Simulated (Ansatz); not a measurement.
# SrO under changes of volume

One of the cells (16.901 Å³/atom); the others are scaled copies at fixed shape and fractional positions:

```
Sr O
1.0
     0.00000    2.56630    2.56630
     2.56630    0.00000    2.56630
     2.56630    2.56630    0.00000
Sr O
1 1
Direct
  0.50000 0.50000 0.50000
  0.00000 0.00000 0.00000
```

```yaml
Program: Ansatz 0.2.0
Functional: PBEsol
Potentials_or_basis: all-electron LAPW, scalar-relativistic
Cutoff: 235 eV (chosen from the basis error)
Basis_error_allowed: 0.0005 eV/atom
k_mesh: 9 × 9 × 9
Occupations: fermi-dirac, width 0.05 eV
Spin: no spin polarisation
```

| volume (Å³/atom) | energy over the lowest point (meV/atom) | pressure (GPa) | gap on the mesh (eV) |
| --- | --- | --- | --- |
| 15.887 | 15.98 | 6.0 | 3.21 |
| 16.225 | 6.00 | 3.5 | 3.23 |
| 16.563 | ? | ? | ? |
| 16.901 | 0.00 | -0.5 | 3.26 |
| 17.239 | 3.02 | -2.3 | 3.27 |
| 17.577 | 9.49 | -3.8 | 3.28 |
| 17.915 | 19.05 | -5.2 | 3.28 |

**Question.** What does the run at 16.563 Å³/atom give?

**Answer.** Energy over the lowest point 0.84 meV/atom; pressure 1.4 GPa; gap on the mesh 3.24 eV.

Worked out: A Birch-Murnaghan fit of order 3 (a polynomial in V^(-2/3)) to the other rows has its minimum at 16.80 Å³/atom with B0 = V·E''(V) = 94 GPa and B' = 4.5. It gives 0.84 meV/atom at 16.563 Å³/atom, against the run's 0.84, and -dE/dV = 1.4 GPa, against 1.4. A parabola through the other rows of the gap, of slope 0.74 eV per unit of ln V there, gives 3.25 eV, against the run's 3.24.

Energies are extrapolated to zero smearing.

Caveats: an odd mesh through Γ misses points on the zone boundary, where band edges often lie. Spin-orbit coupling on Sr is left out.
